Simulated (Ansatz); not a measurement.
The system is FeO (Wuestite).

```
Fe O
1.0
     0.00000    2.15540    2.15540
     2.15540    0.00000    2.15540
     2.15540    2.15540    0.00000
Fe O
1 1
Cartesian
  0.0000 0.0000 0.0000
  2.1554 2.1554 2.1554
```

Base run:

| Item | Value |
| --- | --- |
| Program | Ansatz 0.2.0 |
| Functional | PBE |
| Potentials or basis | all-electron LAPW, scalar-relativistic |
| Cutoff | 349 eV (chosen from the basis error) |
| Basis error allowed | 0.001 eV/atom |
| k mesh | 11 × 11 × 11 |
| Occupations | fermi-dirac, width 0.05 eV |
| Spin | collinear spin, ferromagnetic start |
| Starting moments | [3.0, 0.0] μB |

Its results: pressure -0.3 GPa; net moment 4.00 μB per cell; site moments Fe +3.62; O +0.32 μB.

Problem. The run is repeated on the same cell with these changes: functional from PBE to LDA. What comes out?

Solution. Pressure -15.6 GPa; net moment 4.00 μB per cell; site moments Fe +3.59; O +0.34 μB.

LDA binds more tightly than PBE, so the same cell stands under less pressure.

Caveats: a cell with one magnetic atom can't hold antiferromagnetic order, which such compounds often take.
